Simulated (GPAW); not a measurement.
# Ti2C (R-3m) in GPAW: equation of state

Aim: energy against volume of Ti2C in PBEsol, for its equilibrium volume and stiffness.

Program: GPAW 26.7.0. These are calculated values, not measurements. Logs are shortened: lines on timing, memory, paths and dates and some standing lists are left out, and cuts for length are marked. The log counts tension as positive stress, the text compression.

## 1. The structure

Symmetry: R-3m, No. 166, trigonal system. The conventional cell has a = 3.081 Å, b = 3.081 Å, c = 14.441 Å, α = 90.00°, β = 90.00°, γ = 120.00°. Ti (site symmetry 3m) is surrounded by 3 C at 2.11 Å. C (site symmetry -3m) has 6 Ti at 2.11 Å as nearest neighbours.

The cell comes from a database or a generator and needn't be the stable form of this composition.

## 2. Equation of state, PBEsol

The input, run.py:

```python
from ase import Atoms
from ase.eos import EquationOfState
from ase.io import Trajectory
from ase.units import GPa
from ase.parallel import parprint
from gpaw import GPAW, PW, setup_paths

setup_paths.insert(0, '.')

atoms = Atoms(['Ti', 'Ti', 'C'],
              cell=[[1.540698181, 0.8895225095, 4.8137698526],
                    [-1.540698181, 0.8895225095, 4.8137698526],
                    [0.0, -1.7790450191, 4.8137698526]],
              scaled_positions=[[0.75450217, 0.75450217, 0.75450217],
                                [0.24549783, 0.24549783, 0.24549783],
                                [0.5, 0.5, 0.5]],
              pbc=True)

traj = Trajectory('eos.traj', 'w')
volumes, energies = [], []
for x in [0.94, 0.96, 0.98, 1.0, 1.02, 1.04, 1.06]:
    a = atoms.copy()
    a.set_cell(atoms.cell * x**(1 / 3), scale_atoms=True)
    calc = GPAW(mode=PW(800),
                xc='PBEsol',
                kpts={'size': (10, 10, 10), 'gamma': True},
                occupations={'name': 'fermi-dirac', 'width': 0.05},
                nbands=28,
                convergence={'density': 1e-05, 'energy': 1e-05},
                maxiter=150,
                txt=f'eos-{x:.2f}.txt')
    a.calc = calc
    energies.append(a.get_potential_energy(force_consistent=True))
    volumes.append(a.get_volume())
    p = -a.get_stress()[:3].mean() / GPa
    calc.write(f'eos-{x:.2f}.gpw')
    traj.write(a)
    parprint(f'{x:.2f} {volumes[-1]:10.4f} A^3 {energies[-1]:14.6f} eV {p:9.3f} GPa', flush=True)

v0, e0, B = EquationOfState(volumes, energies, eos='birchmurnaghan').fit()
parprint(f'V0 = {v0:.4f} A^3, E0 = {e0:.6f} eV, B0 = {B / GPa:.2f} GPa')
```

Potentials or basis: PAW data sets generated in the run's folder for this functional, pw.

On the command line:

```bash
$ gpaw-setup -f PBEsol C Ti
$ OMP_NUM_THREADS=1 mpirun -n 4 gpaw python run.py
```

The program printed:

```text
__  _  _
 | _ |_)|_||  |
 |__||  | ||/\| - 26.7.0

Input parameters:
  mode=PW(ecut=800.0),
  convergence={'density': 1e-05, 'energy': 1e-05},
  kpts=MonkhorstPack(size=(10, 10, 10), gamma=True),
  maxiter=150,
  nbands=28,
  occupations=Occupations(name='fermi-dirac', width=0.05),
  xc=XC(name='PBEsol')

Diagonalizing LCAO Hamiltonian
Converting LCAO to pw mode

       Ti

       C

       Ti

Atoms  # Å, Bohr magnetons
|   | symbol |         x |         y |         z |    initial magnetic moments |
|---|--------|-----------|-----------|-----------|-----------------------------|
| 0 |     Ti | -0.000000 | -0.000000 | 10.673570 | ( 0.0000,  0.0000,  0.0000) |
| 1 |     Ti |  0.000000 | -0.000000 |  3.472937 | ( 0.0000,  0.0000,  0.0000) |
| 2 |      C |  0.000000 | -0.000000 |  7.073253 | ( 0.0000,  0.0000,  0.0000) |

Unit cell  # Å
| periodic |         x |         y |        z |  lengths |    angles |
|----------|-----------|-----------|----------|----------|-----------|
|      yes |  1.509247 |  0.871364 | 4.715502 | 5.027232 | 34.940941 |
|      yes | -1.509247 |  0.871364 | 4.715502 | 5.027232 | 34.940941 |
|      yes |  0.000000 | -1.742728 | 4.715502 | 5.027232 | 34.940941 |

Number of symmetries: 12
Symmetry operations  # r_c * U_cc + t_c -> r_c
|    | kind |            matrix            |
|----|------|------------------------------|
|  0 |  E   |  1, 0, 0,  0, 1, 0,  0, 0, 1 |
|  1 |  σ   |  1, 0, 0,  0, 0, 1,  0, 1, 0 |
|  2 |  σ   |  0, 1, 0,  1, 0, 0,  0, 0, 1 |
|  3 |  C3  |  0, 1, 0,  0, 0, 1,  1, 0, 0 |
|  4 |  C3  |  0, 0, 1,  1, 0, 0,  0, 1, 0 |
|  5 |  σ   |  0, 0, 1,  0, 1, 0,  1, 0, 0 |
|  6 |  C2  |  0, 0,-1,  0,-1, 0, -1, 0, 0 |
|  7 |  S6  |  0, 0,-1, -1, 0, 0,  0,-1, 0 |
|  8 |  S6  |  0,-1, 0,  0, 0,-1, -1, 0, 0 |
|  9 |  C2  |  0,-1, 0, -1, 0, 0,  0, 0,-1 |
| 10 |  C2  | -1, 0, 0,  0, 0,-1,  0,-1, 0 |
| 11 |  i   | -1, 0, 0,  0,-1, 0,  0, 0,-1 |

BZ-sampling:
  Number of BZ points: 1000
  Number of IBZ points: 116

  Monkhorst-Pack size: [10, 10, 10]
  Monkhorst-Pack shift: [0.05, 0.05, 0.05]

K-points  # in reciprocal-cell coordinates
|     |                                coordinates |     weight |
|-----|--------------------------------------------|------------|
|   0 | (  0.00000000,   0.00000000,   0.00000000) | 0.00100000 |
|   1 | (  0.10000000,   0.00000000,  -0.10000000) | 0.00600000 |
|   2 | (  0.10000000,   0.00000000,   0.00000000) | 0.00600000 |
|   3 | (  0.10000000,   0.10000000,  -0.10000000) | 0.00600000 |
|   4 | (  0.10000000,   0.10000000,   0.00000000) | 0.00600000 |
|   5 | (  0.10000000,   0.10000000,   0.10000000) | 0.00200000 |
|   6 | (  0.20000000,  -0.10000000,  -0.10000000) | 0.00600000 |
|   7 | (  0.20000000,   0.00000000,  -0.20000000) | 0.00600000 |
|   8 | (  0.20000000,   0.00000000,  -0.10000000) | 0.01200000 |
|   9 | (  0.20000000,   0.00000000,   0.00000000) | 0.00600000 |
| ... |                                            |            |
| 115 | (  0.50000000,   0.50000000,   0.50000000) | 0.00100000 |

Plane wave coefficients: 1928
Cutoff: 800.0 eV

Spin-components: 1 (collinear spins)
Bands:           28
Projectors:      17
Spin-degeneracy: 2
Datatype:        complex128

Parallelization:
  kpt:    4
  domain: 1
  band:   1

Density:
  Valence electrons: 28.0
  Components: 1
  Grid points: [35 35 35]
  Charge: 0.0  # |e|

Potential:
  Grid points: [35 35 35]

species:
  Ti:
    name:    Titanium
    Z:       22.0
    valence: 12
    core:    10
    charge:  0.0  # [|e|]
    compensation charges:
      type: gauss
      rc: 0.38  # [Å]
      lmax: 2
    cutoffs:
      filter: 2.23  # [Å]
      core: 1.02  # [Å]
    projectors
    | kind |    occ | energy [eV] | rcut [Å] |
    |------|--------|-------------|----------|
    |   3s |  2.000 |     -62.441 |    1.270 |
    |   4s |  2.000 |      -4.477 |    1.270 |
    |   3p |  6.000 |     -38.776 |    1.058 |
    |   4p |  0.000 |      -1.449 |    1.058 |
    |   3d |  2.000 |      -4.275 |    1.058 |
    |    d |        |      22.937 |    1.058 |

    Using partial waves for Ti as LCAO basis

  C:
    name:    Carbon
    Z:       6.0
    valence: 4
    core:    2
    charge:  0.0  # [|e|]
    compensation charges:
      type: gauss
      rc: 0.20  # [Å]
      lmax: 2
    cutoffs:
      filter: 1.14  # [Å]
      core: 1.14  # [Å]
    projectors
    | kind |    occ | energy [eV] | rcut [Å] |
    |------|--------|-------------|----------|
    |   2s |  2.000 |     -13.648 |    0.635 |
    |   2p |  2.000 |      -5.232 |    0.635 |
    |    s |        |      13.563 |    0.635 |
    |    p |        |      21.979 |    0.635 |
    |    d |        |       0.000 |    0.635 |

    Using partial waves for C as LCAO basis

Reference energy: -47418.457261  # eV

eigensolver:
  PPCG
  Converge bands: occupied
  niter=2

density mixing:
  MSR1-Mixer
  Pratt-step length: 0.05
  Maximum mixing coefficient: 0.75
  Old densities: 10
  SVD Regularization: 0.005
  Good broyden scale: 1.0
  Trust region scale: 1.0
  Backstep threshold: 4.0
  History deletion threshold: 6.0
  Fourier metric: weight=20.0, sigma=0.015

occupation numbers:
  Fermi-Dirac:
    width: 0.0500  # eV

poisson solver:
  ecut: 6400.0  # eV

xc functional:
  name: PBEsol with 2 nearest neighbor stencil

convergence criteria:
- Maximum integral of absolute [dens]ity change: 1e-05 electrons / valence electron
- Maximum [total energy] change in last 3 cyles: 1e-05 eV / valence electron
- Maximum integral of absolute [eigenst]ate change: 4e-08 eV^2 / valence electron
maximum number of iterations: 150

SCF iterations
|iter     | |      energy | eigst |  dens |
|---------|-|-------------|-------|-------|
|iter:   1| |  -29.678382 | +0.25 |       |
|iter:   2| |  -28.429617 | -1.86 | -0.94 |
|iter:   3| |  -26.100281 | -0.96 | -1.02 |
|iter:   4| |  -26.085963 | -2.61 | -1.71 |
|iter:   5| |  -26.095019 | -2.92 | -1.93 |
|iter:   6| |  -26.095054 | -4.04 | -2.58 |
|iter:   7| |  -26.095125c| -5.14 | -3.30 |
|iter:   8| |  -26.095129c| -6.82 | -4.03 |
|iter:   9| |  -26.095129c| -7.81c| -4.41 |
|iter:  10| |  -26.095129c| -8.21c| -5.25c|

Converged in 10 steps
Energy contributions relative to reference atoms: (reference = -47418.457261)

Energy contributions:
  Kinetic:          30.838606
  Coulomb:         -30.098188
  Zero:              0.107844
  External:          0.000000
  Xc:              -26.935696
  Entropy:          -0.015390
  Spinorbit:         0.000000
  ----------------------------
  Free energy:     -26.102824
  Extrapolated:    -26.095129

dipole moment: (-0.000000, 0.000000, 0.000004)  # |e|*Ang

Fermi level: 9.433
Eigenvalues  # (at kpt = [0.000, 0.000, 0.000])
| band index |      eig [eV] | occ [0-2] |
|------------|---------------|-----------|
|          0 |       -46.889 |     2.000 |
|        ... |               |           |
|          5 |       -22.972 |     2.000 |
|          6 |       -22.947 |     2.000 |
|          7 |       -22.947 |     2.000 |
|          8 |        -2.050 |     2.000 |
|          9 |         4.347 |     2.000 |
|         10 |         6.733 |     2.000 |
[... 8 lines left out ...]
|         19 |        12.710 |     0.000 |
|         20 |        13.831 |     0.000 |
|        ... |               |           |
|         27 |        25.860 |     0.000 |

No gap
No difference between direct/indirect transitions

Stress tensor  # eV/Ang^3
|         x |         y |         z |
|-----------|-----------|-----------|
| -0.053121 |  0.000000 |  0.000000 |
|  0.000000 | -0.053121 | -0.000000 |
|  0.000000 | -0.000000 | -0.053067 |

# Writing to eos-0.94.gpw (mode='')
```

Run time: 9.1 min. Hardware: 4 MPI ranks of Arm Neoverse V1, shared host; peak memory 0.41 GiB.

What came out:

```
Equilibrium volume                        : 12.94 Å³/atom
Bulk modulus at fixed shape and positions : 195 GPa
Pressure derivative of the bulk modulus   : 4.1
```

Energy against volume, from the lowest point:
```csv
volume (Å³/atom),energy (meV/atom)
12.403,14.53
12.667,3.61
12.931,0.00
13.194,2.99
13.458,11.92
13.722,26.23
13.986,45.38
```

Caveat: the cell was scaled at fixed shape and fractional positions, which overstates the stiffness of a crystal with free parameters, most of all of layers and chains; the program warned that so skewed a cell can give wrong results.
